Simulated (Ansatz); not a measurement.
Write the native input for Ansatz 0.2.0 that does the following.

```yaml
Task: single point
Functional: PBE
Potentials_or_basis: all-electron LAPW, scalar-relativistic
Cutoff: 261 eV (chosen from the basis error)
Basis_error_allowed: 0.001 eV/atom
k_mesh: 7 × 7 × 6
Occupations: fermi-dirac, width 0.05 eV
Spin: no spin polarisation
```

The system is InSe.

```
In Se
1.0
     5.82639   -2.05465    0.00000
     5.82639    2.05465    0.00000
    -1.72323    0.00000    4.77135
In Se
2 2
Direct
  0.88820 0.88820 0.04684
  0.11180 0.11180 0.95316
  0.66093 0.66093 0.66896
  0.33907 0.33907 0.33104
```

The cell comes from a database or a generator and needn't be the stable form of this composition.

The input as run:

input.yaml

```yaml
crystal:
  lattice:
    - [5.8263928781, -2.054648955, 0.0]
    - [5.8263928781, 2.054648955, 0.0]
    - [-1.723233014, 0.0, 4.7713478577]
  atoms:
    - { symbol: In, position: [0.88820325, 0.88820325, 0.04684136] }
    - { symbol: In, position: [0.11179675, 0.11179675, 0.95315864] }
    - { symbol: Se, position: [0.66092759, 0.66092759, 0.66895562] }
    - { symbol: Se, position: [0.33907241, 0.33907241, 0.33104438] }
kpoints:
  mp_grid: { grid: [7, 7, 6] }
scf:
  occupations: { method: fermi_dirac, width: 0.05 }
hamiltonian:
  xc: pbe
  pseudopotentials: { kind: all_electron, lapw: { basis_error: 0.001 } }
output:
  forces: true
  stress: true
  eigenvalues: true
  populations: true
```

Potentials or basis: all-electron LAPW, scalar-relativistic.

Launch:

```console
$ ansatz run input.yaml --threads 2 --pin off --max-ram 6144MiB --backend cpu --events-out ev --progress --plain --runs-dir out
```

Results of the run:

* Pressure: 1.5 GPa
* Largest force: 0.241 eV/Å
* Band gap on the k mesh: 1.14 eV, indirect (least direct gap 1.23 eV)
* Loewdin charges: In +0.23; Se -0.18 e

Caveat: spin-orbit coupling is left out, which moves the levels of the heavy elements; an odd mesh through Γ misses points on the zone boundary, where band edges often lie.

It took 74 s on 2 threads of Arm Neoverse V1, with other jobs on the host, peak memory 1 GiB.
